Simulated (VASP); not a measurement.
# PbS (Pnma) in VASP: single point with PBEsol

Aim: the single point of PbS with PBEsol.

Everything below comes from runs of VASP 6.6.1. Logs are shortened: lines on timing, memory, paths and dates and some standing lists are left out, and cuts for length are marked.

### Step 1. The cell of the first run

The structure is orthorhombic, space group Pnma (No. 62). Conventional cell: a = 11.299 Å, b = 4.175 Å, c = 4.069 Å, α = 90.00°, β = 90.00°, γ = 90.00°. Pb (site symmetry m) has 5 S at 2.70 to 3.02 Å as nearest neighbours. Around S (site symmetry m) lie 5 Pb at 2.70 to 3.02 Å.

The cell was built by a generator and needn't be a form met in nature.

### Step 2. Single point, PBEsol (cell and atoms relaxed at 2.5 GPa)

The input, INCAR:

```
SYSTEM = PbS
  PREC = Accurate
  ENCUT = 520
  EDIFF = 1E-6
  ISMEAR = 0
  SIGMA = 0.03
  LREAL = .FALSE.
  LASPH = .TRUE.
  NELM = 100
  ALGO = Fast
  ISIF = 2
  LWAVE = .FALSE.
  LCHARG = .FALSE.
  GGA = PS
  NBANDS = 50
```

The input, KPOINTS:

```
regular mesh
0
G
  4 10 10
  0 0 0
```

The input, POSCAR:

```
PbS
1.0
   11.2986455199      0.0000000000      0.0000000000
    0.0000000000      4.1747202442      0.0000000000
    0.0000000000      0.0000000000      4.0690137781
Pb S
4 4
Direct
    0.1225894028      0.2500000000      0.0779970773
    0.8774105972      0.7500000000      0.9220029227
    0.3774105972      0.7500000000      0.5779970773
    0.6225894028      0.2500000000      0.4220029227
    0.8610101783      0.2500000000      0.4551344309
    0.1389898217      0.7500000000      0.5448655691
    0.6389898217      0.7500000000      0.9551344309
    0.3610101783      0.2500000000      0.0448655691
```

Potentials or basis: VASP PAW PBE potentials, release 64 (Pb_d, S).

Command:

```
$ cat potpaw_PBE.64/Pb_d/POTCAR potpaw_PBE.64/S/POTCAR > POTCAR
$ mpirun -np 1 vasp_std > vasp.out
```

OUTCAR:

```text
SYSTEM = PbS
   PREC = Accurate
   ENCUT = 520
   EDIFF = 1E-6
   ISMEAR = 0
   LREAL = .FALSE.
   LASPH = .TRUE.
   NELM = 100
   ISIF = 2
   GGA = PS

 ion  position               nearest neighbor table
   1  0.123  0.250  0.078-   8 2.70   6 2.83   6 2.83   6 3.02   6 3.02   5 3.33   2 3.53   2 3.53
                             3 4.10   3 4.10   3 4.10   3 4.10
   2  0.877  0.750  0.922-   7 2.70   5 2.83   5 2.83   5 3.02   5 3.02   6 3.33   1 3.53   1 3.53
                             4 4.10   4 4.10   4 4.10   4 4.10
   3  0.377  0.750  0.578-   6 2.70   8 2.83   8 2.83   8 3.02   8 3.02   7 3.33   4 3.53   4 3.53
                             1 4.10   1 4.10   1 4.10   1 4.10
   4  0.623  0.250  0.422-   5 2.70   7 2.83   7 2.83   7 3.02   7 3.02   8 3.33   3 3.53   3 3.53
                             2 4.10   2 4.10   2 4.10   2 4.10
   5  0.861  0.250  0.455-   4 2.70   2 2.83   2 2.83   2 3.02   2 3.02   1 3.33
   6  0.139  0.750  0.545-   3 2.70   1 2.83   1 2.83   1 3.02   1 3.02   2 3.33
   7  0.639  0.750  0.955-   2 2.70   4 2.83   4 2.83   4 3.02   4 3.02   3 3.33
   8  0.361  0.250  0.045-   1 2.70   3 2.83   3 2.83   3 3.02   3 3.02   4 3.33

  LATTYP: Found a simple orthorhombic cell.
 ALAT       =     4.0690137781
 B/A-ratio  =     1.0259783996
 C/A-ratio  =     2.7767528291

  Lattice vectors:

 A1 = (   0.0000000000,   0.0000000000,  -4.0690137781)
 A2 = (   0.0000000000,   4.1747202442,   0.0000000000)
 A3 = (  11.2986455199,   0.0000000000,   0.0000000000)

Analysis of symmetry for initial positions (statically):
=====================================================================
 Subroutine PRICEL returns:
 Original cell was already a primitive cell.

 Routine SETGRP: Setting up the symmetry group for a
 simple orthorhombic supercell.

 Subroutine GETGRP returns: Found  8 space group operations
 (whereof  2 operations were pure point group operations)
 out of a pool of  8 trial point group operations.

The static configuration has the point symmetry S_2 .
 The point group associated with its full space group is D_2h.

Analysis of symmetry for dynamics (positions and initial velocities):
=====================================================================
 Subroutine PRICEL returns:
 Original cell was already a primitive cell.

 Routine SETGRP: Setting up the symmetry group for a
 simple orthorhombic supercell.

 Subroutine GETGRP returns: Found  8 space group operations
 (whereof  2 operations were pure point group operations)
 out of a pool of  8 trial point group operations.

The dynamic configuration has the point symmetry S_2 .
 The point group associated with its full space group is D_2h.

 Subroutine INISYM returns: Found  8 space group operations
 (whereof  2 operations are pure point group operations),
 and found     1 'primitive' translations

----------------------------------------------------------------------------------------

                                     Primitive cell

  volume of cell :     191.9300

  direct lattice vectors                    reciprocal lattice vectors
    11.298645520  0.000000000  0.000000000     0.088506184  0.000000000  0.000000000
     0.000000000  4.174720244  0.000000000     0.000000000  0.239537009  0.000000000
     0.000000000  0.000000000  4.069013778     0.000000000  0.000000000  0.245759797

  length of vectors
    11.298645520  4.174720244  4.069013778     0.088506184  0.239537009  0.245759797

  position of ions in fractional coordinates (direct lattice)
     0.122589403  0.250000000  0.077997077
     0.877410597  0.750000000  0.922002923
     0.377410597  0.750000000  0.577997077
     0.622589403  0.250000000  0.422002923
     0.861010178  0.250000000  0.455134431
     0.138989822  0.750000000  0.544865569
     0.638989822  0.750000000  0.955134431
     0.361010178  0.250000000  0.044865569

  ion indices of the primitive-cell ions
   primitive index   ion index
                 1           1
                 2           2
                 3           3
                 4           4
                 5           5
                 6           6
                 7           7
                 8           8

----------------------------------------------------------------------------------------

 KPOINTS: regular mesh

Automatic generation of k-mesh.
 Grid dimensions read from file:
 generate k-points for:    4   10   10

 Generating k-lattice:

  Cartesian coordinates                     Fractional coordinates (reciprocal lattice)
     0.022126546  0.000000000  0.000000000     0.250000000  0.000000000  0.000000000
     0.000000000  0.023953701  0.000000000     0.000000000  0.100000000  0.000000000
     0.000000000  0.000000000  0.024575980     0.000000000  0.000000000  0.100000000

  Length of vectors
     0.022126546  0.023953701  0.024575980

  Shift w.r.t. Gamma in fractional coordinates (k-lattice)
     0.000000000  0.000000000  0.000000000

 Subroutine IBZKPT returns following result:
 ===========================================

 Found    108 irreducible k-points:

 Following reciprocal coordinates:
            Coordinates               Weight
  0.000000  0.000000  0.000000      1.000000
  0.250000  0.000000  0.000000      2.000000
  0.500000  0.000000  0.000000      1.000000
  0.000000  0.100000  0.000000      2.000000
  0.250000  0.100000  0.000000      4.000000
  0.500000  0.100000  0.000000      2.000000
[... 16 lines left out ...]
  0.250000  0.100000  0.100000      8.000000
  0.500000  0.100000  0.100000      4.000000
 [... further k-points ...]
   k-points           NKPTS =    108   k-points in BZ     NKDIM =    108   number of bands    NBANDS=     50
   number of dos      NEDOS =    301   number of ions     NIONS =      8
   total plane-waves  NPLWV =  80640
   dimension x,y,z NGX =    84 NGY =   32 NGZ =   30
   dimension x,y,z NGXF=   168 NGYF=   64 NGZF=   60
   ions per type =               4   4
   NGX,Y,Z   is equivalent  to a cutoff of  12.36, 12.74, 12.26 a.u.
   NGXF,Y,Z  is equivalent  to a cutoff of  24.72, 25.49, 24.51 a.u.
 SYSTEM =  PbS
   PREC   = accura    normal or accurate (medium, high low for compatibility)
   ISTART =      0    job   : 0-new  1-cont  2-samecut
   ICHARG =      2    charge: 1-file 2-atom 10-const
   ISPIN  =      1    spin polarized calculation?
   LNONCOLLINEAR =      F non collinear calculations
   LSORBIT =      F    spin-orbit coupling
   LASPH  =      T    aspherical Exc in radial PAW
   ENCUT  =  520.0 eV  38.22 Ry    6.18 a.u.  21.01  7.76  7.57*2*pi/ulx,y,z
   NELM   =    100;   NELMIN=  2; NELMDL= -5     # of ELM steps
   EDIFF  = 0.1E-05   stopping-criterion for ELM
   LREAL  =      F    real-space projection
   EDIFFG = 0.1E-04   stopping-criterion for IOM
   NSW    =      0    number of steps for IOM
   IBRION =     -1    ionic relax: 0-MD 1-quasi-New 2-CG
   NFREE  =      0    steps in history (QN), initial steepest desc. (CG)
   ISIF   =      2    stress and relaxation
   ISYM   =      2    0-nonsym 1-usesym 2-fastsym
   POTIM  = 0.5000    time-step for ionic-motion
   TEBEG  =    0.0;   TEEND  =   0.0 temperature during run
   PSTRESS=    0.0 pullay stress
   NELECT =      80.0000    total number of electrons
   NUPDOWN=      -1.0000    fix difference up-down
   EMIN   =  10.00;   EMAX   =-10.00  energy-range for DOS
   EFERMI =   0.00;   METHOD = LEGACY
   ISMEAR =     0;   SIGMA  =   0.03  broadening in eV -4-tet -1-fermi 0-gaus
   EFERMI_NEDOS =   21; number of points for ismear=-14 and -15
   IALGO  =     68    algorithm
   IMIX   =      4    mixing-type and parameters
     AMIX     =   0.40;   BMIX     =  1.00
     AMIX_MAG =   1.60;   BMIX_MAG =  1.00
  volume/ion in A,a.u.               =      23.99       161.90
  Fermi-wavevector in a.u.,A,eV,Ry     =   1.222899  2.310944 20.347261  1.495481
  Thomas-Fermi vector in A             =   2.358029
   LORBIT       =      0    0 simple, 1 ext, 2 COOP (PROOUT), +10 PAW based schemes
   GGA     = PS    functional components
   LHFCALC =     F    Hartree Fock is set to
   AEXX    =    0.0000 exact exchange contribution
   IVDW    =     0    specifies the selected vdW correction
   LEPSILON=     F    determine dielectric tensor
   LRPA    =     F    only Hartree local field effects (RPA)
 non-spin polarized calculation
 RMM-DIIS sequential band-by-band and
 Gauss-broadening in eV      SIGMA  =   0.03
  energy-cutoff  :      520.00
  volume of cell :      191.93
 maximum number of plane-waves:      5204
   NGX = 43   NGY = 15   NGZ = 15

 number of electron      79.9999990 magnetization

 Free energy of the ion-electron system (eV)
  ---------------------------------------------------
  ext. energy  EPLUGINS =         0.00000000
  ---------------------------------------------------
  free energy    TOTEN  =       -37.50665142 eV

  energy without entropy =      -37.50665142  energy(sigma->0) =      -37.50665142

 E-fermi :   6.2177     XC(G=0): -10.3187

 val. band max:        6.0868314650   @ k =   0.0000   0.0000   0.4000
 cond. band min:       7.0720187193   @ k =   0.0000   0.0000   0.4000
 fundamental gap:      0.9851872543
 Fermi energy:         6.2177152031

 k-point     1 :       0.0000    0.0000    0.0000
  band No.  band energies     occupation
      1     -10.4419      2.00000
      2     -10.3839      2.00000
      3     -10.3064      2.00000
      4     -10.2879      2.00000
      5     -10.2832      2.00000
      6     -10.2715      2.00000
[... 42 lines left out ...]
     49      12.1858      0.00000
     50      12.4496      0.00000

 k-point     2 :       0.2500    0.0000    0.0000
  band No.  band energies     occupation
      1     -10.4345      2.00000
      2     -10.3937      2.00000
      3     -10.3015      2.00000
      4     -10.2934      2.00000
      5     -10.2881      2.00000
      6     -10.2732      2.00000
[... 1158 lines left out ...]
 k-point    24 :       0.5000    0.1000    0.1000
  band No.  band energies     occupation
      1     -10.4008      2.00000
      2     -10.4008      2.00000
      3     -10.2945      2.00000
      4     -10.2945      2.00000
      5     -10.2840      2.00000
      6     -10.2840      2.00000
[... 42 lines left out ...]
     49      11.5111      0.00000
     50      11.5776      0.00000

 [... further k-points ...]

------------------------ aborting loop because EDIFF is reached ----------------------------------------

  FORCE on cell =-STRESS in cart. coord.  units (eV):
  Direction    XX          YY          ZZ          XY          YZ          ZX
  --------------------------------------------------------------------------------------
  -------------------------------------------------------------------------------------
  Total        2.9308426      2.9674623      2.9607796      0.0000000      0.0000000      0.0000000
  in kB       24.4658414     24.7715326     24.7157470      0.0000000      0.0000000      0.0000000
  external PRESSURE =      24.6510403 kB  Pullay stress =       0.0000000 kB

 VOLUME and BASIS-vectors are now :
 -----------------------------------------------------------------------------
  energy-cutoff  :      520.00
  volume of cell :      191.93
      direct lattice vectors                 reciprocal lattice vectors
    11.298645520  0.000000000  0.000000000     0.088506184  0.000000000  0.000000000
     0.000000000  4.174720244  0.000000000     0.000000000  0.239537009  0.000000000
     0.000000000  0.000000000  4.069013778     0.000000000  0.000000000  0.245759797

 POSITION                                       TOTAL-FORCE (eV/Angst)
 -----------------------------------------------------------------------------------
      1.38509      1.04368      0.31737         0.001482     -0.000000     -0.002220
      9.91355      3.13104      3.75164        -0.001482      0.000000      0.002220
      4.26423      3.13104      2.35188        -0.001482     -0.000000     -0.002220
      7.03442      1.04368      1.71714         0.001482     -0.000000      0.002220
      9.72825      1.04368      1.85195         0.002317     -0.000000     -0.001984
      1.57040      3.13104      2.21707        -0.002317     -0.000000      0.001984
      7.21972      3.13104      3.88646        -0.002317     -0.000000     -0.001984
      4.07893      1.04368      0.18256         0.002317      0.000000      0.001984
 -----------------------------------------------------------------------------------
    total drift:                                0.000000      0.000000     -0.000000

  FREE ENERGIE OF THE ION-ELECTRON SYSTEM (eV)
  ---------------------------------------------------
  free  energy   TOTEN  =       -37.5066514202 eV

  energy  without entropy=      -37.5066514202  energy(sigma->0) =      -37.50665142
```

Wall time 7.3 min (1 thread of Intel Xeon 6975P-C (Granite Rapids), shared host); peak memory 0.79 GiB.

Results:

```yaml
Free_energy: -37.5067 eV
Pressure: 2.5 GPa
Largest_force: 0.003 eV/Å
Band_gap_on_the_k_mesh: 0.99 eV, direct
```

Forces in eV/Å, atoms in the order of the input:
```
Pb   0.001  0.000 -0.002
Pb  -0.001  0.000  0.002
Pb  -0.001  0.000 -0.002
Pb   0.001  0.000  0.002
S    0.002  0.000 -0.002
S   -0.002  0.000  0.002
S   -0.002  0.000 -0.002
S    0.002  0.000  0.002
```

Caveat: the PAW data sets were made with another functional, which shifts forces and pressure a little; spin-orbit coupling is left out, which as a rule narrows the gap of such compounds by several tenths of an eV. A k mesh can miss the band edges.
